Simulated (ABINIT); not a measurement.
Here is an ABINIT 10.8.3 (patched build) calculation.

run.abi

```
# Pseudopotentials
pp_dirpath "./"
pseudos "As.GGA_PBE-JTH.xml, B.GGA_PBE-JTH.xml"

# Structure
acell 3.3778490937 3.3778490937 3.3778490937 Angstrom
rprim
     0.0000000000     0.7071067812     0.7071067812
     0.7071067812     0.0000000000     0.7071067812
     0.7071067812     0.7071067812     0.0000000000
ntypat 2
znucl 33 5
natom 2
typat 1 2
xred
     0.7500000000     0.7500000000     0.7500000000
     0.0000000000     0.0000000000     0.0000000000

# Plane-wave basis
ecut 489.804952 eV
pawecutdg 36.0
pawxcdev 0

# k points
kptopt 1
ngkpt 10 10 10
nshiftk 1
shiftk 0.0 0.0 0.0

# Exchange and correlation
ixc -109134

# Bands and occupations
nband 13
occopt 3
tsmear 0.00183747

# SCF cycle
nstep 100
tolvrs 1.0e-9

# Output
iomode 3
prtwf 0
prtden 0
prteig 0
prtebands 0
```

Potentials or basis: JTH PAW PBE v2.0.

Launch:

```console
$ abinit run.abi > log 2>&1
```

Task: Estimate the pressure.

Result: 2.6 GPa.

Task: What does it give for the band gap on the k mesh?

Result: 1.20 eV, indirect (least direct gap 3.29 eV).

Caveat: the PAW data sets were made with another functional, which shifts forces and pressure a little. A k mesh can miss the band edges.
